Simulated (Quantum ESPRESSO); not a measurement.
# FeO: zone-centre phonons under several settings

```
Fe O
1.0
     2.61247    0.00000    0.00000
     0.00000    2.61247    0.00000
     0.00000    0.00000    2.61247
Fe O
1 1
Direct
  0.00000 0.00000 0.00000
  0.50000 0.50000 0.50000
```

The cell comes from a database or a generator and needn't be the stable form of this composition.

All runs used Quantum ESPRESSO 7.5; potentials GBRV 1.5 LDA; k mesh 8 × 8 × 8, shifted; collinear spin, ferromagnetic start; cutoff 762 eV; occupations fermi-dirac, width 0.05 eV.

```csv
level,geometry,volume (Å³/atom),pressure (GPa),lowest optical mode without the field (cm⁻¹)
LDA,relaxed at 0 GPa,?,0.0,?
LDA,relaxed at 5 GPa,8.41,5.0,197
LDA,relaxed at 10 GPa,8.26,10.0,219
LDA,relaxed at 20 GPa,7.99,20.0,257
LDA,relaxed at 40 GPa,7.53,39.9,318
```

What stands in the row left open?

Volume 8.58 Å³/atom; lowest optical mode without the field 171 cm⁻¹.

Caveats: the mesh is thin for the phonons of a metal; a cell with one magnetic atom can't hold antiferromagnetic order, which such compounds often take; the cell is more than 3 GPa from zero pressure, which shifts response properties (some runs); the volume moved by over 15 % at a fixed basis, so the end points are rough (some runs).

For the row left open. Caveat: the mesh is thin for the phonons of a metal; a cell with one magnetic atom can't hold antiferromagnetic order, which such compounds often take.
